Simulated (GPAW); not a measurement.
## MgO in GPAW: convergence with plane-wave cutoff (eV)

The system is MgO.

```
Mg O
1.0
     0.00000    2.09700    2.09700
     2.09700    0.00000    2.09700
     2.09700    2.09700    0.00000
Mg O
1 1
Cartesian
  0.0000 0.0000 0.0000
  2.0970 2.0970 2.0970
```

The cell is a database's computed one.

- Program: GPAW 26.7.0
- Task: G0W0 quasiparticle levels
- Functional: PBE
- Potentials or basis: GPAW PAW data sets (gpaw-data 1.2.1)
- Cutoff: 250 eV
- Basis: pw
- k mesh: 5 × 5 × 5
- Occupations: fermi-dirac, width 0.001 eV
- Spin: no spin polarisation
- Frequency: ppa
- Extrapolate: no
- Qp bands: 1
- Response ecut: 100 eV
- Maxiter: 150
- Integrate gamma: WS
- Vertex: none
- All k: no
- Response bands: 41

These are the settings of the first run; the series varies plane-wave cutoff (eV), with any setting tied to it.

Hardware: 1 thread of AMD EPYC 7B13 (Zen 3), on a shared host.

The values tried are 250, 300, 350, 400, 500, 600, 700, loosest first. From which on does the quasiparticle gap at the points computed stay within 0.05 eV of the tightest run that finished?

From 600 on.

```
plane-wave cutoff (eV)  energy less the tightest run, at zero smearing (meV/atom)  gap on the mesh (eV)  quasiparticle gap at the points computed (eV)  SCF cycles  CPU time (s)  peak memory (GiB)
                   250                                                    6905.41                 3.606                                          5.337          11            11               0.24
                   300                                                    3624.59                 4.159                                          6.135          10            12               0.25
                   350                                                    1870.98                 4.590                                          6.685          11            14               0.26
                   400                                                     968.76                 4.726                                          6.894          11            13               0.27
                   500                                                     206.33                 4.835                                          7.087          11            17                0.3
                   600                                                      36.72                 4.885                                          7.156          11            26               0.33
                   700                                                       0.00                 4.891                                          7.174          11            24               0.37
```

Against the tightest run, the gap on the mesh stays within 0.01 eV from 600 on. Not settled before the last step: the energy (to 1 meV/atom). The tightest run that finished is the yardstick and may itself not be fully converged.

Caveat, for the tightest run too: the k mesh is coarse (spacing up to 0.52 Å⁻¹), so the values aren't converged; the quasiparticle gap is taken among the few k points that were corrected; the long-wavelength limit can be off by a per cent or two.

A gap of «none» marks a metal or a gap under the smearing width.
